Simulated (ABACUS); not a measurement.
# Mg (P6_3/mmc) in ABACUS: settings compared, part 2 of 2

ABACUS 3.10.1. The steps go on from the part before.

### Step 4. Equation of state, PBE, 21.84 Å³/atom (volume scaled by 0.94)

INPUT reads:

```
INPUT_PARAMETERS
suffix              Mg
calculation         scf
basis_type          lcao
pseudo_dir          ./
orbital_dir         ./
symmetry            1
dft_functional      pbe
ecutwfc             100
pseudo_rcut         10
nspin               1
nbands              14
ks_solver           scalapack_gvx
smearing_method     fd
smearing_sigma      0.00367493
scf_thr             1e-07
scf_nmax            100
mixing_type         broyden
mixing_beta         0.7
cal_force           1
cal_stress          1
out_mul             1
```

STRU reads:

```
ATOMIC_SPECIES
Mg 24.3050 Mg_ONCV_PBE-1.2.upf

NUMERICAL_ORBITAL
Mg_confined-atom_8au_4s3p2d1f.orb

LATTICE_CONSTANT
5.9408939651

LATTICE_VECTORS
1.0000000000 0.0000000000 0.0000000000
-0.5000000000 0.8660254038 0.0000000000
0.0000000000 0.0000000000 1.6235004518

ATOMIC_POSITIONS
Cartesian

Mg
0.0
2
0.5000000000 0.2886751346 1.2176253388 1 1 1
-0.0000000001 0.5773502692 0.4058751129 1 1 1
```

KPT reads:

```
K_POINTS
0
Gamma
9 9 5 0 0 0
```

Potentials or basis: SG15 ONCV 1.2 PBE, TZDP LCAO (the cutoffs set its grid).

On the command line:

```
$ OMP_NUM_THREADS=1 mpirun -np 4 abacus > log
```

running log:

```text
ABACUS v3.10.1

               Atomic-orbital Based Ab-initio Computation at UStc

 ------------------------------------------------------------------------------------

 READING GENERAL INFORMATION
                           global_out_dir = OUT.Mg/
                           global_in_card = INPUT
                               pseudo_dir = ./
                              orbital_dir = ./
                                    DSIZE = 4
                                    GSIZE = 1

 READING UNITCELL INFORMATION
                                    ntype = 1
                  lattice constant (Bohr) = 5.94089
              lattice constant (Angstrom) = 3.14378

 READING ATOM TYPE 1
                               atom label = Mg
                      L=0, number of zeta = 4
                      L=1, number of zeta = 3
                      L=2, number of zeta = 2
                      L=3, number of zeta = 1
             number of atom for this type = 2

                        TOTAL ATOM NUMBER = 2
CARTESIAN COORDINATES ( UNIT =       5.940893965100 Bohr ).
    atom                   x                   y                   z     mag                  vx                  vy                  vz
tauc_Mg1            0.5000000000        0.2886751346        1.2176253388  0.0000        0.0000000000        0.0000000000        0.0000000000
tauc_Mg2           -0.0000000001        0.5773502692        0.4058751129  0.0000        0.0000000000        0.0000000000        0.0000000000

                          Volume (Bohr^3) = 294.807
                             Volume (A^3) = 43.6859

 Lattice vectors: (Cartesian coordinate: in unit of a_0)
                   +1                  +0                  +0
                 -0.5           +0.866025                  +0
                   +0                  +0             +1.6235
 Reciprocal vectors: (Cartesian coordinate: in unit of 2 pi/a_0)
                   +1            +0.57735                  -0
                   -0             +1.1547                  -0
                   +0                  -0           +0.615953
 The esolver type has been set to : ksdft_lcao

                PAO radial cut off (Bohr) = 10

[... 226 lines left out ...]
 E_Harris       -219.0263086118      -2980.0058090263
 E_Fermi        0.4899526811         6.6661482136
----------------------------------------------------------
[... 58 lines left out ...]
 Density error is 9.56319917935e-09
----------------------------------------------------------
     Energy           Rydberg                 eV
----------------------------------------------------------
 E_KohnSham     -217.3070715258      -2956.6143884445
 E_KS(sigma->0) -217.3068476444      -2956.6113423819
 E_Harris       -217.3070716749      -2956.6143904737
 E_band         -51.1668367486       -696.1605284167
 E_one_elec     -145.3026268252      -1976.9436591898
 E_Hartree      65.1176281089        885.9707825260
 E_xc           -27.7730723659       -377.8720351420
 E_Ewald        -109.3485526809      -1487.7633845134
 E_entropy(-TS) -0.0004477628        -0.0060921253
 E_descf        0.0000000000         0.0000000000
 E_exx          0.0000000000         0.0000000000
 E_Fermi        0.4828541901         6.5695682892
----------------------------------------------------------

 charge density convergence is achieved
 final etot is -2956.6143884 eV
 EFERMI = 6.5695682892 eV

 STATE ENERGY(eV) AND OCCUPATIONS    NSPIN == 1
 1/36 kpoint (Cartesian) = 0.0000 0.0000 0.0000 (1239 pws)
       1       -69.3756     0.00493827
       2       -69.3718     0.00493827
       3       -36.1768     0.00493827
       4       -36.1418     0.00493827
       5       -36.1418     0.00493827
       6       -36.1377     0.00493827
       7       -36.1360     0.00493827
       8       -36.1360     0.00493827
       9      -0.540816     0.00493827
      10        4.85629     0.00493827
      11        5.37254     0.00493827
      12        17.8729        0.00000
      13        17.8729        0.00000
      14        18.0764        0.00000
[... 66 lines left out ...]
       1       -69.3745      0.0296296
       2       -69.3713      0.0296296
       3       -36.1726      0.0296296
       4       -36.1501      0.0296296
       5       -36.1473      0.0296296
       6       -36.1430      0.0296296
       7       -36.1396      0.0296296
       8       -36.1382      0.0296296
       9       0.213534      0.0296296
      10        5.54490      0.0296296
      11        6.09124      0.0296276
      12        12.9143    2.30130e-57
      13        13.3361    4.99798e-61
      14        17.6563        0.00000

[... levels at 30 further k points ...]

 correction force for each atom along direction 1 is 2.93441e-08
 correction force for each atom along direction 2 is -2.84777e-09
 correction force for each atom along direction 3 is 1.54101e-08
------------------------------------------------------------------------------------------
 TOTAL-FORCE (eV/Angstrom)
------------------------------------------------------------------------------------------
                       Mg1         0.0000000000         0.0000000000         0.0000000000
                       Mg2         0.0000000000         0.0000000000         0.0000000000
------------------------------------------------------------------------------------------

----------------------------------------------------------------
 TOTAL-STRESS (KBAR)
----------------------------------------------------------------
        21.6525588833         0.0000000000        -0.0000000000
         0.0000000000        21.6525588825         0.0000000000
         0.0000000000        -0.0000000000        25.2509181958
----------------------------------------------------------------
 TOTAL-PRESSURE: 22.852012 KBAR

 --------------------------------------------
 !FINAL_ETOT_IS -2956.6143884445023104 eV
 --------------------------------------------
```

stdout:

```text
ABACUS
v3.10.1

               Atomic-orbital Based Ab-initio Computation at UStc

[... 33 lines left out ...]
----------------------------------------------------------------
 TOTAL-STRESS (KBAR)
----------------------------------------------------------------
        21.6525588833         0.0000000000        -0.0000000000
         0.0000000000        21.6525588825         0.0000000000
         0.0000000000        -0.0000000000        25.2509181958
----------------------------------------------------------------
 TOTAL-PRESSURE: 22.852012 KBAR
```

It took 8.3 s on 4 MPI ranks of Intel Xeon Platinum 8488C (Sapphire Rapids), shared host; peak memory 0.48 GiB.

Results:

```yaml
Free_energy: -2956.6144 eV
Pressure: 2.3 GPa
Band_gap_on_the_k_mesh: none (metal or under the smearing width)
```

Caveat: the atomic orbitals were generated for these runs and aren't a published set; the basis of atomic orbitals isn't converged, which shifts pressures, moduli and gaps.

### Step 5. Equation of state, PBE, 22.77 Å³/atom (volume scaled by 0.98)

INPUT is that of step 4.

Changes to STRU since step 4:

```diff
@@ -7,3 +7,3 @@
 LATTICE_CONSTANT
-5.9408939651
+6.0239941538
 
@@ -20,3 +20,3 @@
 2
-0.5000000000 0.2886751346 1.2176253388 1 1 1
--0.0000000001 0.5773502692 0.4058751129 1 1 1
+0.5000000000 0.2886751346 1.2176253389 1 1 1
+0.0000000000 0.5773502692 0.4058751130 1 1 1
```

KPT is that of step 4.

On the command line:

```
$ OMP_NUM_THREADS=1 mpirun -np 4 abacus > log
```

It took 7.9 s on 4 MPI ranks of Intel Xeon Platinum 8488C (Sapphire Rapids), shared host; peak memory 0.48 GiB.

It converged, with:

* Free energy: -2956.6305 eV
* Pressure: 0.5 GPa
* Band gap on the k mesh: none (metal or under the smearing width)

Caveat: the atomic orbitals were generated for these runs and aren't a published set; the basis of atomic orbitals isn't converged, which shifts pressures, moduli and gaps.

### Step 6. Equation of state, PBE, 23.70 Å³/atom (volume scaled by 1.02)

INPUT is that of step 5.

Changes to STRU since step 5:

```diff
@@ -7,3 +7,3 @@
 LATTICE_CONSTANT
-6.0239941538
+6.1048627855
 
@@ -21,2 +21,2 @@
 0.5000000000 0.2886751346 1.2176253389 1 1 1
-0.0000000000 0.5773502692 0.4058751130 1 1 1
+-0.0000000001 0.5773502692 0.4058751130 1 1 1
```

KPT is that of step 5.

Potentials or basis: SG15 ONCV 1.2 PBE, TZDP LCAO (the cutoffs set its grid).

On the command line:

```
$ OMP_NUM_THREADS=1 mpirun -np 4 abacus > log
```

Run time: 7.3 s. Hardware: 4 MPI ranks of Intel Xeon Platinum 8488C (Sapphire Rapids), shared host; peak memory 0.44 GiB.

Results (log left out):

| Property | Result |
| --- | --- |
| Free energy | -2956.6282 eV |
| Pressure | -0.9 GPa |
| Band gap on the k mesh | none (metal or under the smearing width) |

Caveat: the atomic orbitals were generated for these runs and aren't a published set; the basis of atomic orbitals isn't converged, which shifts pressures, moduli and gaps.

### Step 7. Equation of state, PBE, 24.63 Å³/atom (volume scaled by 1.06)

INPUT is that of step 6.

Changes to STRU since step 6:

```diff
@@ -7,3 +7,3 @@
 LATTICE_CONSTANT
-6.1048627855
+6.1836438977
```

KPT is that of step 6.

On the command line:

```
$ OMP_NUM_THREADS=1 mpirun -np 4 abacus > log
```

Run time: 7.1 s. Hardware: 4 MPI ranks of Intel Xeon Platinum 8488C (Sapphire Rapids), shared host; peak memory 0.44 GiB.

It converged, with:

```
Free energy            : -2956.6110 eV
Pressure               : -2.0 GPa
Band gap on the k mesh : none (metal or under the smearing width)
```

Caveat: the atomic orbitals were generated for these runs and aren't a published set; the basis of atomic orbitals isn't converged, which shifts pressures, moduli and gaps.

### Step 8. Equation of state, PBE

Potentials or basis: SG15 ONCV 1.2 PBE, TZDP LCAO (the cutoffs set its grid).

This step only gathers the single runs of the series.

What came out:

```yaml
Equilibrium_volume: 23.11 Å³/atom
Bulk_modulus_at_fixed_shape_and_positions: 36 GPa
Pressure_derivative_of_the_bulk_modulus: "4.0 (rough: it moves with the points fitted)"
```

Energy against volume, from the lowest point:
| volume (Å³/atom) | energy (meV/atom) |
| --- | --- |
| 21.843 | 8.04 |
| 22.772 | 0.00 |
| 23.702 | 1.12 |
| 24.631 | 9.74 |

Caveat: the atomic orbitals were generated for these runs and aren't a published set; the cell was scaled at fixed shape and fractional positions, which overstates the stiffness of a crystal with free parameters, most of all of layers and chains; the basis of atomic orbitals isn't converged, which shifts pressures, moduli and gaps.
